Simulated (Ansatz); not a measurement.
# TePb: how the settings move a single-point run

Question: which choices in the input matter for TePb?

Computed with Ansatz 0.2.0 (reference: DFT, PBEsol, plane waves, PAW, unless a step's input says otherwise).

2 further runs of the same task are left out: 2 that didn't finish.

### Step 1. The system as given

It takes space group Fm-3m (No. 225, cubic). Conventional cell: a = 6.536 Å, b = 6.536 Å, c = 6.536 Å, α = 90.00°, β = 90.00°, γ = 90.00°. Te (site symmetry m-3m) has 6 Pb at 3.27 Å as nearest neighbours. Pb (site symmetry m-3m) has 6 Te at 3.27 Å as nearest neighbours.

As a file:

```cif
data_structure
_symmetry_space_group_name_H-M 'Fm-3m'
_symmetry_Int_Tables_number 225
_cell_length_a 6.5357
_cell_length_b 6.5357
_cell_length_c 6.5357
_cell_angle_alpha 90.000
_cell_angle_beta 90.000
_cell_angle_gamma 90.000
_cell_volume 279.18
loop_
_atom_site_label
_atom_site_type_symbol
_atom_site_symmetry_multiplicity
_atom_site_Wyckoff_symbol
_atom_site_fract_x
_atom_site_fract_y
_atom_site_fract_z
_atom_site_occupancy
Te1 Te 4 b 0.50000 0.00000 0.00000 1
Pb1 Pb 4 a 0.00000 0.00000 0.00000 1
```

### Step 2. Reference

The input, input.yaml:

```yaml
crystal:
  lattice:
    - [0.0, 3.2678555508, 3.2678555508]
    - [3.2678555508, 0.0, 3.2678555508]
    - [3.2678555508, 3.2678555508, 0.0]
  atoms:
    - { symbol: Te, position: [0.5, 0.5, 0.5] }
    - { symbol: Pb, position: [0.0, 0.0, 0.0] }
kpoints:
  mp_grid: { grid: [6, 6, 6] }
hamiltonian:
  xc: pbesol
scf:
  occupations: { method: fixed }
  n_extra_bands: 4
output:
  forces: true
  stress: true
  eigenvalues: true
```

Started as:

```console
> ansatz run input.yaml --threads 4 --pin off --max-ram 3686MiB --backend cpu --events-out ev --progress --plain --runs-dir out
```

### Step 3. Changing settings: xc mr2scan

Edit input.yaml of step 2 so:

```diff
@@ -11,3 +11,3 @@
 hamiltonian:
-  xc: pbesol
+  xc: mr2scan
 scf:
```

### Step 4. Changed: ecutwfc 350

Edit input.yaml of step 2 so:

```diff
@@ -19 +19,3 @@
   eigenvalues: true
+basis:
+  ecutwfc: 350
```

### Step 5. Changed: occupations.method methfessel_paxton, occupations.width 0.5

Edit input.yaml of step 2 so:

```diff
@@ -13,3 +13,3 @@
 scf:
-  occupations: { method: fixed }
+  occupations: { method: methfessel_paxton, width: 0.5 }
   n_extra_bands: 4
```

### Step 6. Changing settings: occupations.method gaussian, occupations.width 0.5

Edit input.yaml of step 2 so:

```diff
@@ -13,3 +13,3 @@
 scf:
-  occupations: { method: fixed }
+  occupations: { method: gaussian, width: 0.5 }
   n_extra_bands: 4
```

### Step 7. Changing settings: ecutwfc 200

Edit input.yaml of step 2 so:

```diff
@@ -19 +19,3 @@
   eigenvalues: true
+basis:
+  ecutwfc: 200
```

### Step 8. Changed: mixing.ndim 2

Edit input.yaml of step 2 so:

```diff
@@ -15,2 +15,4 @@
   n_extra_bands: 4
+  mixing: { ndim: 2 }
+  max_iter: 76
 output:
```

What does the calculation give? Wanted: for each run, ending; energy change; pressure; gap; force.

As calculated:

| run | ending | energy change | pressure (GPa) | gap (eV) | force (eV/Å) | cycles | time |
| --- | --- | --- | --- | --- | --- | --- | --- |
| reference | converged | 0 | -1.7 | 0.73 | 0.00 | 6 | 1.1 s |
| 1: xc mr2scan | converged | not comparable | 0.0 | 1.09 | 0.00 | 6 | 2.5 s |
| 2: ecutwfc 350 | converged | +1.7 meV/atom | -1.7 | 0.73 | 0.00 | 6 | 0.94 s |
| 3: occupations.method methfessel_paxton, occupations.width 0.5 | converged | -1.8 meV/atom (σ→0) | -1.8 | 0.73 | 0.00 | 6 | 1.1 s |
| 4: occupations.method gaussian, occupations.width 0.5 | converged | +2.1 meV/atom (σ→0) | -1.8 | 0.74 | 0.00 | 6 | 1.1 s |
| 5: ecutwfc 200 | converged | +6.31 eV/atom | -1.4 | 0.90 | 0.00 | 7 | 0.76 s |
| 6: mixing.ndim 2 | converged | 0.0 meV/atom | -1.7 | 0.73 | 0.00 | 6 | 1.1 s |

Residual by cycle in the longest SCF loop of each run; runs are numbered as in the table. The quantity is the density residual dr2, in eV.

| cycle | reference | run 1 | run 2 | run 3 | run 4 | run 5 | run 6 |
| --- | --- | --- | --- | --- | --- | --- | --- |
| 1 | 0.00552 | 0.0117 | 0.00558 | 0.00508 | 0.00671 | 1.21 | 0.00552 |
| 2 | 5.9e-4 | 0.0011 | 6.0e-4 | 5.5e-4 | 7.4e-4 | 0.102 | 8.5e-4 |
| 3 | 6.3e-5 | 7.3e-5 | 6.5e-5 | 6.9e-5 | 7.8e-5 | 0.0076 | 4.4e-5 |
| 4 | 1.5e-5 | 8.4e-6 | 1.5e-5 | 8.1e-6 | 1.4e-5 | 0.00235 | 1.2e-5 |
| 5 | 6.7e-7 | 2.2e-6 | 5.7e-7 | 1.2e-7 | 3.8e-7 | 5.1e-5 | 7.7e-7 |
| 6 | 7.5e-9 | 2.7e-8 | 5.3e-9 | 1.6e-9 | 2.1e-9 | 3.6e-7 | 2.6e-8 |
| 7 | - | - | - | - | - | 4.9e-9 | - |

**Reading.** Runs 2 and 5 ran under the cutoff that the potentials recommend, as the log warns, so basis error is mixed into their values, and swamps them where the cutoff is far short. Of the variants the dearest is «xc mr2scan» (2.5 s), the cheapest «ecutwfc 200» (0.76 s), on a shared host. The gap of the reference lacks spin-orbit coupling, though the cell holds Te and Pb.
